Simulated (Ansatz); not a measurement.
Write the native input for Ansatz 0.2.0 that does the following.

```yaml
Task: relaxation of cell and atoms
Functional: revPBE
Dispersion: D3(BJ)
Potentials_or_basis: Ansatz PAW
Cutoff: "420 eV (not typed: the program's choice for these potentials)"
k_mesh: 10 × 10 × 10
Occupations: fermi-dirac, width 0.05 eV
Spin: no spin polarisation
```

The system is Ga.

```xyz
1
Lattice="2.7165 0.0000 0.0000 0.0000 2.7165 0.0000 0.0000 0.0000 2.7165" Properties=species:S:1:pos:R:3 pbc="T T T"
Ga    0.0000    0.0000    0.0000
```

The cell was built by a generator and needn't be a form met in nature.

One way to write it, as run:

input.yaml

```yaml
crystal:
  lattice:
    - [2.71648, 0.0, 0.0]
    - [0.0, 2.71648, 0.0]
    - [0.0, 0.0, 2.71648]
  atoms:
    - { symbol: Ga, position: [0.0, 0.0, 0.0] }
hamiltonian:
  xc: revpbe
  pseudopotentials: { kind: paw }
  dispersion: d3bj
kpoints:
  mp_grid: { grid: [10, 10, 10] }
scf:
  occupations: { method: fermi_dirac, width: 0.05 }
output:
  forces: true
  stress: true
  eigenvalues: true
relax:
  f_tol: 0.01
  max_steps: 40
  cell: { stress_tol: 0.05 }
```

Potentials or basis: Ansatz PAW.

Command:

```console
$ ansatz run input.yaml --threads 2 --pin off --max-ram 5632MiB --backend cpu --events-out ev --progress --plain --runs-dir out
```

It gave:

```yaml
Relaxed_volume: 18.77 Å³/atom
Relaxed_cell: a = 2.658 Å, b = 2.658 Å, c = 2.658 Å, α = 90.00°, β = 90.00°, γ = 90.00°
Space_group_after_relaxing_to_0.05_Å: Pm-3m (No. 221)
Energy_gained_by_relaxing: 12.9 meV/atom
Ionic_steps: 5
Pressure_after_relaxing: 0.0 GPa
Band_gap_on_the_k_mesh: none (metal or under the smearing width)
```

Caveat: the plane-wave basis is chosen anew once the cell has moved, so the energies of steps on either side of that aren't comparable; pairwise dispersion overbinds metals, which lowers pressure and volume; the PAW data sets come from PBE, with cores solved anew for the run's functional, which leaves a small shift of forces and pressure.

It took 2.8 s on 2 threads of Arm Neoverse V1, with other jobs on the host, peak memory 0.28 GiB.
